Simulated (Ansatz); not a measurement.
**SrTiO3: the band gap up the ladder of functionals**

The task here is to estimate one member of a computed series from the others.

The runs shown are made with Ansatz 0.2.0. PAW datasets, plane waves. The values are computed, spin-unpolarised, and not measurements.

## The structure to begin with

The cell was relaxed beforehand with r2SCAN.

It is cubic, Pm-3m (No. 221); conventional cell a = 3.907 Å, 11.93 Å³ an atom. Around Sr lie 12 O at 2.76 Å; around Ti lie 6 O at 1.95 Å; around O lie 2 Ti at 1.95 Å and 4 Sr at 2.76 Å.

The structure in full:

```cif
data_structure
_symmetry_space_group_name_H-M 'Pm-3m'
_symmetry_Int_Tables_number 221
_cell_length_a 3.9069
_cell_length_b 3.9069
_cell_length_c 3.9069
_cell_angle_alpha 90.000
_cell_angle_beta 90.000
_cell_angle_gamma 90.000
_cell_volume 59.63
loop_
_atom_site_label
_atom_site_type_symbol
_atom_site_symmetry_multiplicity
_atom_site_Wyckoff_symbol
_atom_site_fract_x
_atom_site_fract_y
_atom_site_fract_z
_atom_site_occupancy
Sr1 Sr 1 a 0.00000 0.00000 0.00000 1
Ti1 Ti 1 b 0.50000 0.50000 0.50000 1
O1 O 3 c 0.50000 0.50000 0.00000 1
```

The first run:

input.yaml reads:

```yaml
crystal:
  lattice:
    - [3.9068515016, 0.0, 0.0]
    - [0.0, 3.9068515016, 0.0]
    - [0.0, 0.0, 3.9068515016]
  atoms:
    - { symbol: Sr, position: [0.0, 0.0, 0.0] }
    - { symbol: Ti, position: [0.5, 0.5, 0.5] }
    - { symbol: O, position: [0.5, 0.5, 0.0] }
    - { symbol: O, position: [0.5, 0.0, 0.5] }
    - { symbol: O, position: [0.0, 0.5, 0.5] }
kpoints:
  mp_grid: { grid: [6, 6, 6] }
  band_path:
    path:
      - [[0.0, 0.0, 0.0], [1.854651844564e-50, 0.5, 0.0], [0.5, 0.5, 0.0], [0.0, 0.0, 0.0], [0.5, 0.5, 0.5], [1.854651844564e-50, 0.5, 0.0]]
      - [[0.5, 0.5, 0.5], [0.5, 0.5, 0.0]]
    npoints: 10
hamiltonian:
  xc: pbe
scf:
  occupations: { method: fermi_dirac, width: 0.02 }
  n_extra_bands: 5
output:
  forces: true
  stress: true
  eigenvalues: true
```

Command:

```console
$ ansatz run input.yaml --threads 2 --pin off --max-ram 29491MiB --backend cpu --events-out ev --progress --plain --runs-dir out
```

Steps of the session up to this table: PBE bands along the symmetry lines; r2SCAN at the same geometry; Single point with HSE06; PBE+SOC at the same geometry; PBE0.

One of the session's tables, all rows but one given; the rest of the session is left out.

| level | gap (eV) |
| --- | --- |
| PBE | 1.88 |
| r2SCAN | ? |
| HSE06 | 3.32 |
| PBE+SOC | 1.87 |
| PBE0 | 4.07 |

**Question.** Estimate the row for r2SCAN.

As computed: gap (eV): 2.26. In the column «gap (eV)» it lies between PBE (1.88) and HSE06 (3.32).

Meshes: PBE 6×6×6, r2SCAN 6×6×6, HSE06 4×4×4, PBE+SOC 6×6×6, PBE0 4×4×4

What this shows: PBE+SOC gives the least gap, 1.87 eV, and PBE0 the largest, 4.07 eV. Against HSE06, PBE is short by 1.44 eV, at 57 % of it, and r2SCAN 68 %. PBE0 lies 0.75 eV above HSE06, which differs from it by screening the long-range exchange.

To keep in mind: Warnings in the runs' records: stress scf threshold loose, stress exchange threshold loose.
